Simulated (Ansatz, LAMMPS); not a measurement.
# Squeezing and shearing Al2O3 with crystalline order left by the classical run (155 atoms): runs compared

Aim: relax Al2O3 with crystalline order left by the classical run (155 atoms), then change its volume and shape to read moduli from the stress.

Computed with Ansatz 0.2.0: Kohn-Sham DFT, PBE, PAW (set soft_1), plane waves.

**1. The cell as built**

The cell holds 155 atoms: 62 Al and 93 O. Its edges and angles: a = 11.340 Å, b = 11.340 Å, c = 11.340 Å, α = 90.0°, β = 90.0°, γ = 90.0°. 155 atoms (62 Al, 93 O) placed at random at 3.6 g/cm³, melted at 5000 K for 10 ps at fixed volume with the Morse and Coulomb pair potential with partial charges (Pedone, Malavasi, Menziani, Cormack and Segre, J. Phys. Chem. B 110, 11780 (2006)). Quenched from 5000 K to 300 K at 20 K/ps and fixed volume, held 5 ps, then minimised at fixed cell.

What the set-up can't give: The quench rate of 20 K/ps is many orders above laboratory rates, so the cell is likely richer in defects and strain than a real sample. The starting topology of bonds comes from the classical model, and needn't be the one that DFT or experiment would give. Only the Γ point is sampled.

**2. The reference run**

The reference is a single point at the end of the relaxation.

Every strained cell starts from the geometry of this run, and its atoms are relaxed with the cell held.

Its input, with most atom lines left out:

```yaml
crystal:
  lattice:
    - [11.19385, -0.34796, -0.00856]
    - [-0.34796, 10.99734, 0.24631]
    - [-0.00856, 0.24631, 11.90181]
  atoms:
    - { symbol: Al, position: [0.27093, 0.78579, 0.2634] }
    - { symbol: Al, position: [0.60728, 0.65892, 0.36196] }
    - { symbol: Al, position: [0.83733, 0.15184, 0.60355] }
    - { symbol: Al, position: [0.99559, 0.81556, 0.48934] }
    - { symbol: Al, position: [0.53852, 0.49511, 0.58429] }
    - { symbol: Al, position: [0.41812, 0.46189, 0.13776] }
    - { symbol: Al, position: [0.76241, 0.26805, 0.911] }
    [... atom lines 8 to 155 left out ...]
kpoints:
  mp_grid: { grid: [1, 1, 1] }
hamiltonian:
  xc: pbe
  pseudopotentials: { kind: paw, azcp: { folder: soft_1 } }
scf:
  occupations: { method: fixed }
output:
  forces: true
  stress: true
  populations: true
  dos:
    method: { smearing: { sigma: 0.08 } }
    de: 0.1
    projected: { site_lists: { Al: [Al], O: [O] } }
  eigenvalues: true
  write_density: true
  write_potential: true
  volumetric_format: npy
```

* free energy per atom: -556.8704 eV/atom
* r.m.s. force component: 0.00177 eV/Å
* pressure: 0.01369 GPa

Filled and empty levels are parted by 4.00 eV (at Γ alone); a semilocal functional tends to put such gaps too low. In a disordered cell it changes from sample to sample, and tail or defect levels can set it.

**3. The runs**

Each row is one run, on 4 threads of Intel Xeon Platinum 8488C (Sapphire Rapids), shared host. The free energy is the program's total, comparable only between runs with the same functional, potentials and atoms.

| run | atoms | outcome | ionic steps, all passes | free energy (eV) | time | host memory (GiB) |
| --- | --- | --- | --- | --- | --- | --- |
| Single point at the start | 155 | converged | - | -86309.135 | 13 s | 2.1 |
| Cell and atoms relaxed | 155 | converged | 19 | -86314.919 | 3.6 min | 2.1 |
| Single point at the relaxed geometry | 155 | converged | - | -86314.919 | 23 s | 2.3 |
| Volume -3 % | 155 | converged | 5 | -86314.221 | 79 s | 2.2 |
| Volume +3 % | 155 | converged | 5 | -86314.332 | 80 s | 2.3 |
| Volume -6 % | 155 | converged | 6 | -86312.055 | 92 s | 2.2 |
| Volume +6 % | 155 | converged | 9 | -86312.834 | 2.3 min | 2.4 |
| Volume -10 % | 155 | converged | 6 | -86306.097 | 87 s | 2.1 |
| Stretched by 1 % along x | 155 | converged | 4 | -86314.796 | 62 s | 2.3 |
| Compressed by 1 % along x | 155 | converged | 3 | -86314.788 | 46 s | 2.3 |
| Sheared by 2 % in xy | 155 | converged | 4 | -86314.786 | 62 s | 2.3 |

In some runs the program notes that the SCF threshold is loose for the stress.

**4. Pressure against volume**

Atoms are relaxed at each volume, in the scaled cell.

| volume change (%) | volume (Å³/atom) | energy change (meV/atom) | pressure (GPa) | largest move on relaxing (Å) | bonds | gap (eV) |
| --- | --- | --- | --- | --- | --- | --- |
| -10 | 8.495 | 56.92 | 21.51 | 0.64 | 354 | 4.76 |
| -6 | 8.873 | 18.48 | 11.43 | 0.63 | 347 | 4.45 |
| -3 | 9.156 | 4.50 | 5.17 | 0.21 | 347 | 4.21 |
| +0 | 9.439 | 0.00 | 0.01 | - | 344 | 4.00 |
| +3 | 9.722 | 3.79 | -4.04 | 0.19 | 340 | 3.81 |
| +6 | 10.005 | 13.45 | -6.41 | 0.50 | 330 | 3.65 |

**5. Uniaxial strain and shear**

Stress (GPa, compression positive) less that of the relaxed cell, atoms relaxed:

| strain | xx | yy | zz | xy | energy change (meV/atom) |
| --- | --- | --- | --- | --- | --- |
| stretched by 1 % along x | -2.606 | -0.782 | -1.159 | -0.099 | 0.79 |
| compressed by 1 % along x | 2.843 | 0.930 | 1.219 | 0.131 | 0.85 |
| sheared by 2 % in xy | -0.140 | 0.573 | 0.200 | -1.306 | 0.85 |

**6. What came out**

The bulk modulus, from the slope of pressure against ln V over the three points nearest the relaxed volume, is 153 GPa; a quadratic over all points gives a pressure derivative of about 7.5. The count of bonds runs from 330 to 354 over the series, so at some points contacts cross the cutoffs. At -10 % and -6 % some atom moved by over 0.5 Å on relaxing, so those points may sit in another local minimum. The gap goes from 4.76 eV at the smallest volume to 3.65 eV at the largest, -6.9 eV per unit of ln V by a straight line, on the run's k-points. In the Cartesian axes of the cell, finite differences give C11 = 272, C12 = 85.6, C13 = 119 and C66 = 65.3 GPa (the shear of 2 % is the engineering strain, εxy = 0.01). The mean of C11, C12 and C13, which equals the bulk modulus in a cubic or isotropic solid, is 159 GPa: it agrees with the bulk modulus within 10 %. For an isotropic solid C66 would equal (C11 − C12)/2 = 93.4 GPa; so small a sample needn't be isotropic, and C66 rests on one shear. With the bulk modulus and C66 as K and G, Young's modulus would be about 172 GPa and Poisson's ratio 0.31.

Caveats: Strains are finite and relaxations stop at the force tolerance of the input, which can leave moduli too stiff; they are those of a static cell at zero temperature. Volumes are changed with the cell's shape held, so in an anisotropic solid the modulus lies over the one under free hydrostatic load. The program notes that the SCF threshold of the relaxations is loose for the stress.

The DFT runs together took 15 min of wall time.

[Logs are printed without paths, hosts, clocks, repeated set-up lines and the standing remarks that a program may print on its own settings, such as how far it seeks lower states.]

[Hosts, paths, dates, database ids (printed as entryN), source tags and the programs' standing remarks are cut or masked in the printed files.]
